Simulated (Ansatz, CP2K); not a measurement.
# Bare Al-Cu alloy nanowire along [110] (38 atoms) in CP2K

Aim: run bare Al-Cu alloy nanowire along [110] (38 atoms) in CP2K and see how near its forces come to a plane-wave reference, and at what cost.

Calculated with CP2K 2026.2; the method is named at each step.

## Step 1: Starting point

The cell holds 38 atoms: 19 Cu and 19 Al. Cell: a = 17.100 Å, b = 20.455 Å, c = 5.287 Å, α = 90.0°, β = 90.0°, γ = 90.0°. It derives from Al (fcc). Hexagon section of size parameter 5.53 Å cut from fcc Al (a = 4.05 Å) along [110], 2 periods, 9 Å of vacuum, 19 atoms Cu at random; minimised with a classical potential (one cell length free). Then every atom was moved at random, 0.05 Å r.m.s. a Cartesian component. Vacuum lies along a and b. The structure's axis is c.

The yardstick, on the same geometry:

| Quantity | Value |
| --- | --- |
| method | Kohn-Sham DFT, PBE, PAW, plane waves (Ansatz 0.2.0); cutoff 420 eV, Γ point, fermi-dirac smearing of 0.05 eV; PAW set soft_2 |
| r.m.s. force component | 0.4637 eV/Å |
| longest force | 1.361 eV/Å |
| SCF cycles | 16 |
| time | 26 s on 4 threads of Arm Neoverse V1, shared host |
| CPU time | 96 s |

## Step 2: PBE, DZVP-MOLOPT-SR, 800/50 Ry, diagonalisation

Method: Kohn-Sham DFT, PBE, GTH-PBE pseudopotentials, Gaussian and plane waves, DZVP-MOLOPT-SR-GTH, diagonalisation.

input.inp reads:

```
&GLOBAL
  PROJECT cell
  RUN_TYPE ENERGY_FORCE
  PRINT_LEVEL LOW
&END GLOBAL
&FORCE_EVAL
  METHOD QS
  &DFT
    BASIS_SET_FILE_NAME BASIS_MOLOPT
    POTENTIAL_FILE_NAME GTH_POTENTIALS
    &MGRID
      CUTOFF 800
      REL_CUTOFF 50
      NGRIDS 5
    &END MGRID
    &QS
      EPS_DEFAULT 1.0E-12
    &END QS
    &SCF
      SCF_GUESS ATOMIC
      EPS_SCF 1.0E-06
      MAX_SCF 200
      ADDED_MOS 22
      &DIAGONALIZATION
        ALGORITHM STANDARD
      &END DIAGONALIZATION
      &SMEAR ON
        METHOD FERMI_DIRAC
        ELECTRONIC_TEMPERATURE [K] 580
      &END SMEAR
      &MIXING
        METHOD BROYDEN_MIXING
        ALPHA 0.15
        NBROYDEN 8
      &END MIXING
      &PRINT
        &RESTART OFF
        &END RESTART
      &END PRINT
    &END SCF
    &XC
      &XC_FUNCTIONAL PBE
      &END XC_FUNCTIONAL
    &END XC
    &PRINT
      &MULLIKEN ON
      &END MULLIKEN
      &HIRSHFELD ON
        SHAPE_FUNCTION DENSITY
      &END HIRSHFELD
      &MO ON
        EIGENVALUES T
        OCCUPATION_NUMBERS T
        MO_INDEX_RANGE 122 145
        &EACH
          QS_SCF 0
        &END EACH
        ADD_LAST NUMERIC
      &END MO
    &END PRINT
  &END DFT
  &SUBSYS
    &CELL
      A 17.10000 0.00000 0.00000
      B 0.00000 20.45513 0.00000
      C 0.00000 0.00000 5.28677
    &END CELL
    &COORD
      SCALED
      Cu 0.38289 0.30557 0.26527
      Cu 0.38604 0.30561 0.79436
      Cu 0.28650 0.37686 0.02793
      Al 0.38931 0.43758 0.28549
      Cu 0.28638 0.37104 0.53676
      Cu 0.39059 0.44133 0.79564
      Al 0.26760 0.50480 0.01542
      Al 0.39502 0.56758 0.28240
      Al 0.27280 0.49795 0.53199
      Cu 0.39567 0.56386 0.79137
      Al 0.27756 0.63100 0.04197
      Cu 0.38922 0.69166 0.31634
      Cu 0.28579 0.62624 0.54977
      Cu 0.39358 0.68574 0.80368
      Cu 0.49353 0.24343 0.04408
      Cu 0.61323 0.30596 0.28840
      Al 0.49254 0.23925 0.53712
      Al 0.61724 0.29839 0.79309
      Al 0.49648 0.37181 0.02827
      Al 0.61198 0.44022 0.29800
      Al 0.49206 0.36972 0.55132
      Al 0.61698 0.43469 0.79886
      Cu 0.49958 0.49956 0.03132
      Cu 0.60717 0.56254 0.29369
      Cu 0.50018 0.49972 0.54559
      Al 0.60658 0.56637 0.80332
      Cu 0.49590 0.62705 0.03632
      Cu 0.61435 0.68590 0.31036
      Cu 0.50433 0.62894 0.54151
      Al 0.61449 0.69802 0.79603
      Al 0.49487 0.75487 0.05398
      Al 0.49416 0.75938 0.55665
      Al 0.73080 0.37127 0.02787
      Al 0.72566 0.36799 0.53546
      Al 0.73496 0.50906 0.04164
      Cu 0.73286 0.49745 0.52039
      Cu 0.71781 0.63328 0.07319
      Al 0.72814 0.62806 0.54723
    &END COORD
    &KIND Cu
      BASIS_SET DZVP-MOLOPT-SR-GTH-q11
      POTENTIAL GTH-PBE-q11
    &END KIND
    &KIND Al
      BASIS_SET DZVP-MOLOPT-SR-GTH-q3
      POTENTIAL GTH-PBE-q3
    &END KIND
  &END SUBSYS
  &PRINT
    &FORCES ON
    &END FORCES
  &END PRINT
&END FORCE_EVAL
```

Run with:

```console
$ OMP_NUM_THREADS=2 cp2k.psmp -i input.inp > output.txt
```

Numbers of over 12 decimals in the logs are rounded to 6 here.

Output:

```text
CP2K| version string:                                       CP2K version 2026.2
 CP2K| Input file name                                                 input.inp
 GLOBAL| Basis set file name                                        BASIS_MOLOPT
 GLOBAL| Potential file name                                      GTH_POTENTIALS
 GLOBAL| Run type                                                   ENERGY_FORCE
 GLOBAL| Total number of message passing processes                             1
 GLOBAL| Number of threads for this process                                    2
 TOTAL NUMBERS AND MAXIMUM NUMBERS
  Total number of            - Atomic kinds:                                   2
                             - Atoms:                                         38
                             - Shell sets:                                    38
                             - Shells:                                       228
                             - Primitive Cartesian functions:                190
                             - Cartesian basis functions:                    836
                             - Spherical basis functions:                    722
  Maximum angular momentum of- Orbital basis functions:                        3
                             - Local part of the GTH pseudopotential:          0
                             - Non-local part of the GTH pseudopotential:      4
 SCF PARAMETERS         Density guess:                                    ATOMIC
                        max_scf:                                             200
                        eps_scf:                                        1.00E-06
                        added MOs                                        22    0
                        Mixing method:                            BROYDEN_MIXING
                                                charge density mixing in g-space
                        Smear method:                                FERMI_DIRAC
                        Electronic temperature [K]:                        580.0
                        Electronic temperature [a.u.]:                  1.84E-03
                        Accuracy threshold:                             1.00E-10
 Extrapolation method: initial_guess
 Number of electrons:                                                        266
 Number of occupied orbitals:                                                133
 Number of molecular orbitals:                                               155
 Number of orbital functions:                                                722
 Number of independent orbital functions:                                    722
 SCF WAVEFUNCTION OPTIMIZATION
  Step     Update method      Time    Convergence         Total energy    Change
     1 NoMix/Diag. 0.15E+00    7.6     1.20007798      -955.7636101749 -9.56E+02
     2 Broy./Diag. 0.15E+00    9.4     0.42398727      -981.8370698639 -2.61E+01
     3 Broy./Diag. 0.15E+00    9.7     0.06224658      -958.7784374179  2.31E+01
     4 Broy./Diag. 0.15E+00    9.7     0.03996863      -955.2551862750  3.52E+00
[...]
35 Broy./Diag. 0.15E+00   11.1     0.00000166      -953.1616871791 -4.48E-06
    36 Broy./Diag. 0.15E+00   10.5     0.00000089      -953.1616715129  1.57E-05
  *** SCF run converged in    36 steps ***
  Electronic density on regular grids:       -265.9999999998        0.0000000002
  Core density on regular grids:              265.9999999996       -0.0000000004
  Total charge density on r-space grids:       -0.0000000003
  Total charge density g-space grids:          -0.0000000003
  Overlap energy of the core charge distribution:               1.40791e-07
  Self energy of the core charge distribution:              -1330.848712
  Core Hamiltonian energy:                                    435.748456
  Hartree energy:                                             103.949481
  Exchange-correlation energy:                               -162.002620
  Electronic entropic energy:                                  -0.00827609
  Fermi energy:                                                -0.047619
  Total energy:                                              -953.161672
  Total energy (extrapolated to T->0):                       -953.157533
 MO| EIGENVALUES AND OCCUPATION NUMBERS
 MO|
 MO|  Index      Eigenvalue [a.u.]        Eigenvalue [eV]             Occupation
 MO|    122              -0.089992              -2.448816               2.000000
 MO|    123              -0.088012              -2.394941               2.000000
 MO|    124              -0.084987              -2.312602               2.000000
[...]
MO|    144               0.014571               0.396506               0.000000
 MO|    145               0.015003               0.408252               0.000000
 MO| Sum:                                                             266.000000
 MO| E(Fermi):           -0.047619 a.u.         -1.295783 eV
 !-----------------------------------------------------------------------------!
                     Mulliken Population Analysis
 #  Atom  Element  Kind  Atomic population                           Net charge
       1     Cu       1         11.307906                             -0.307906
       2     Cu       1         11.258064                             -0.258064
       3     Cu       1         11.190783                             -0.190783
[...]
37     Cu       1         11.419363                             -0.419363
      38     Al       2          2.520454                              0.479546
 # Total charge                            266.000000                  0.000000
 !-----------------------------------------------------------------------------!
 !-----------------------------------------------------------------------------!
                           Hirshfeld Charges
  #Atom  Element  Kind  Ref Charge     Population                    Net charge
      1       Cu     1      11.000         10.952                         0.048
      2       Cu     1      11.000         10.946                         0.054
      3       Cu     1      11.000         10.942                         0.058
[...]
37       Cu     1      11.000         10.948                         0.052
     38       Al     2       3.000          3.047                        -0.047
  Total Charge                                                            0.000
 !-----------------------------------------------------------------------------!
 ENERGY| Total FORCE_EVAL ( QS ) energy [hartree]           -953.161669
 FORCES| Atomic forces [hartree/bohr]
 FORCES|   Atom     x               y               z               |f|
 FORCES|      1  9.90863466E-03  4.20649047E-03  9.02844384E-03   1.40494983E-02
 FORCES|      2  4.43690897E-03  3.03034015E-04 -6.45284063E-03   7.83690902E-03
 FORCES|      3  4.30610183E-03  1.00386447E-02  2.75090862E-03   1.12642975E-02
[...]
FORCES|     37 -1.41840536E-02 -1.26611487E-02 -9.09170353E-03   2.10748935E-02
 FORCES|     38 -1.62178931E-02 -5.03597190E-03 -8.94959658E-05   1.69820222E-02
 FORCES| Sum     9.72479376E-04  1.53702183E-03  3.17639305E-04
 FORCES| Total atomic force                                       1.84636047E-03
```

Run time: 6.5 min. Hardware: 2 threads of Arm Neoverse V1, shared host; peak memory 6.4 GiB.

Banners, paths, timers and routine set-up lines are dropped from the logs unmarked, and long logs keep their key lines alone; longer cuts are marked.

Compared with the plane-wave run:

```yaml
r_m_s_force_component: 0.4612 eV/Å
r_m_s_difference_of_force_components: 41.34 meV/Å
longest_difference_of_force_vectors: 135.3 meV/Å
force_difference_over_r_m_s_force: 8.914 %
slope_of_forces_against_the_reference_s: 0.9906
correlation_of_force_components: 0.996
```

Length of the force difference by element (eV/Å):

| element | atoms | mean | most |
| --- | --- | --- | --- |
| Al | 19 | 0.062 | 0.11 |
| Cu | 19 | 0.073 | 0.14 |

A closer look about Cu36, which has 8 bonded neighbours where the commonest count for Cu is 12: 9 atoms, nearest first, numbered in the order of the input, with positions taken from that point.

| atom | x | y | z | distance (Å) | bonds | Hirshfeld charge (e) | Fx | Fy | Fz (eV/Å) |
| --- | --- | --- | --- | --- | --- | --- | --- | --- | --- |
| Cu36 | 0.00 | 0.00 | 0.00 | 0.00 | 8 | 0.09 | -1.23 | 0.18 | 0.21 |
| Al35 | 0.04 | 0.24 | -2.53 | 2.54 | 8 | -0.01 | -0.78 | -0.22 | 0.01 |
| Al20 | -2.07 | -1.17 | -1.18 | 2.65 | 12 | -0.07 | 0.31 | -0.09 | 0.04 |
| Al34 | -0.12 | -2.65 | 0.08 | 2.65 | 7 | -0.04 | -0.31 | 0.26 | -0.54 |
| Al38 | -0.08 | 2.67 | 0.14 | 2.68 | 7 | -0.05 | -0.83 | -0.26 | 0.00 |
| Al35 | 0.04 | 0.24 | 2.76 | 2.77 | 8 | -0.01 | -0.78 | -0.22 | 0.01 |
| Al22 | -1.98 | -1.28 | 1.47 | 2.78 | 12 | -0.09 | -0.27 | 0.58 | -0.33 |
| Cu24 | -2.15 | 1.33 | -1.20 | 2.80 | 12 | 0.08 | 0.66 | 0.03 | 0.03 |
| Al26 | -2.16 | 1.41 | 1.50 | 2.98 | 12 | -0.12 | 0.70 | -0.09 | -0.25 |

Forces lie 8.9 % from the reference's, at 6.9 times its CPU time (on 2 against 4 cores).

## Step 3: PBE+D3, DZVP-MOLOPT-SR, 800/50 Ry, diagonalisation

Method: Kohn-Sham DFT, PBE+D3, GTH-PBE pseudopotentials, Gaussian and plane waves, DZVP-MOLOPT-SR-GTH, diagonalisation.

input.inp: that of step 2 with these lines changed.

```diff
@@ -43,2 +43,10 @@
       &END XC_FUNCTIONAL
+      &VDW_POTENTIAL
+        POTENTIAL_TYPE PAIR_POTENTIAL
+        &PAIR_POTENTIAL
+          TYPE DFTD3
+          PARAMETER_FILE_NAME dftd3.dat
+          REFERENCE_FUNCTIONAL PBE
+        &END PAIR_POTENTIAL
+      &END VDW_POTENTIAL
     &END XC
@@ -67,6 +75,6 @@
     &END CELL
-    &COORD
-      SCALED
-[... 38 atom lines left out: the same atoms as in the first run ...]
-    &END COORD
+    &TOPOLOGY
+      COORD_FILE_NAME structure.xyz
+      COORD_FILE_FORMAT XYZ
+    &END TOPOLOGY
     &KIND Cu
```

structure.xyz reads:

```xyz
38

Cu 6.54742 6.25047 1.40242
Cu 6.60128 6.25129 4.19960
Cu 4.89915 7.70872 0.14766
Al 6.65720 8.95076 1.50932
Cu 4.89710 7.58967 2.83773
Cu 6.67909 9.02746 4.20637
Al 4.57596 10.32575 0.08152
Al 6.75484 11.60992 1.49298
Al 4.66488 10.18563 2.81251
Cu 6.76596 11.53383 4.18379
Al 4.74628 12.90719 0.22189
Cu 6.65566 14.14800 1.67242
Cu 4.88701 12.80982 2.90651
Cu 6.73022 14.02690 4.24887
Cu 8.43936 4.97939 0.23304
Cu 10.48623 6.25845 1.52470
Al 8.42243 4.89389 2.83963
Al 10.55480 6.10361 4.19288
Al 8.48981 7.60542 0.14946
Al 10.46486 9.00476 1.57546
[... 14 atom lines left out ...]
Al 12.56782 10.41289 0.22014
Cu 12.53191 10.17540 2.75118
Cu 12.27455 12.95382 0.38694
Al 12.45119 12.84705 2.89308
```

Output:

```text
CP2K| version string:                                       CP2K version 2026.2
 CP2K| Input file name                                                 input.inp
 GLOBAL| Basis set file name                                        BASIS_MOLOPT
 GLOBAL| Potential file name                                      GTH_POTENTIALS
 GLOBAL| Run type                                                   ENERGY_FORCE
 GLOBAL| Total number of message passing processes                             1
 GLOBAL| Number of threads for this process                                    2
[... lines left out ...]
                        Smear method:                                FERMI_DIRAC
[... lines left out ...]
 Number of electrons:                                                        266
[... lines left out ...]
  Step     Update method      Time    Convergence         Total energy    Change
[... lines left out ...]
  *** SCF run converged in    36 steps ***
[... lines left out ...]
  Fermi energy:                                                -0.047619
  Total energy:                                              -953.442736
  Total energy (extrapolated to T->0):                       -953.438598
[... lines left out ...]
 MO| E(Fermi):           -0.047619 a.u.         -1.295784 eV
[... lines left out ...]
                           Hirshfeld Charges
  #Atom  Element  Kind  Ref Charge     Population                    Net charge
      1       Cu     1      11.000         10.952                         0.048
      2       Cu     1      11.000         10.946                         0.054
      3       Cu     1      11.000         10.942                         0.058
[...]
37       Cu     1      11.000         10.948                         0.052
     38       Al     2       3.000          3.047                        -0.047
  Total Charge                                                            0.000
 !-----------------------------------------------------------------------------!
 ENERGY| Total FORCE_EVAL ( QS ) energy [hartree]           -953.442733
 FORCES| Atomic forces [hartree/bohr]
 FORCES|   Atom     x               y               z               |f|
 FORCES|      1  1.10990853E-02  6.11529616E-03  8.84830887E-03   1.54557146E-02
 FORCES|      2  5.73446076E-03  1.97832108E-03 -6.33132101E-03   8.76831912E-03
 FORCES|      3  6.29364001E-03  1.07508059E-02  2.71084235E-03   1.27490548E-02
[...]
FORCES|     37 -1.63988474E-02 -1.36483692E-02 -9.15004788E-03   2.32147271E-02
 FORCES|     38 -1.76129794E-02 -5.30834112E-03  3.75547987E-04   1.83993632E-02
 FORCES| Sum     9.72317208E-04  1.53756985E-03  3.19158466E-04
 FORCES| Total atomic force                                       1.84699321E-03
```

The job ended after 6.4 min (2 threads; peak memory 6.5 GiB).

Against the reference:

| Item | Value |
| --- | --- |
| r.m.s. force component | 0.4795 eV/Å |
| r.m.s. difference of force components | 52.99 meV/Å |
| longest difference of force vectors | 152.4 meV/Å |
| force difference over r.m.s. force | 11.43 % |
| slope of forces against the reference's | 1.028 |
| correlation of force components | 0.9942 |

Against the first run (8.9 %), the force difference from the reference is 11 %, at 0.98 times the CPU time; the model has changed, so this is no error of the program alone.

(Continued in part 2 of 2.)

[Also dropped from logs without a mark: logging warnings of Python, and SIESTA's first energy breakdown and zero terms.]

[Logs are printed without paths, hosts, clocks, repeated set-up lines and the standing remarks that a program may print on its own settings, such as how far it seeks lower states.]

[Hosts, paths, dates, database ids (printed as entryN), source tags and the programs' standing remarks are cut or masked in the printed files.]
